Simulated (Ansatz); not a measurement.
Moving the strain (εxy = 0.5 s) in Cs

```xyz
1
Lattice="0.0000 3.9483 3.9483 3.9483 0.0000 3.9483 3.9483 3.9483 0.0000" Properties=species:S:1:pos:R:3 pbc="T T T"
Cs    0.0000    0.0000    0.0000
```

This isn't the form of Cs at room conditions, which is bcc.

Kept alike: task band structure; functional PBEsol; k mesh 5 × 5 × 5; occupations fermi-dirac, width 0.05 eV; no spin polarisation. Program: Ansatz, Ansatz PAW, cutoff 420 eV. The mesh is that of the run's cell of 1 atom. No spin-orbit coupling.

```csv
s,stress xy (GPa),free energy over the lowest row (meV/atom)
-0.04,0.08,1.11
-0.02,0.04,0.28
-0.01,0.02,0.07
0,0.00,0.00
0.01,-0.02,0.07
0.02,-0.04,0.28
0.04,-0.08,1.11
```

Stress is positive in compression, with a Pulay correction for the finite cutoff. The cell shown is the unstrained one; x, y and z are its Cartesian axes; atoms keep their fractions. For a metal such a mesh leaves the last digits unconverged. Shear stress takes the same sign, opposite to σ = Cε, so its slope is minus the stiffness. All rows use potentials made for PBE.

The stress xy falls from 0.08 to -0.08 GPa between -0.04 and 0.04. The free energy is lowest at 0, and 1.11 meV an atom higher at -0.04; 0.04.
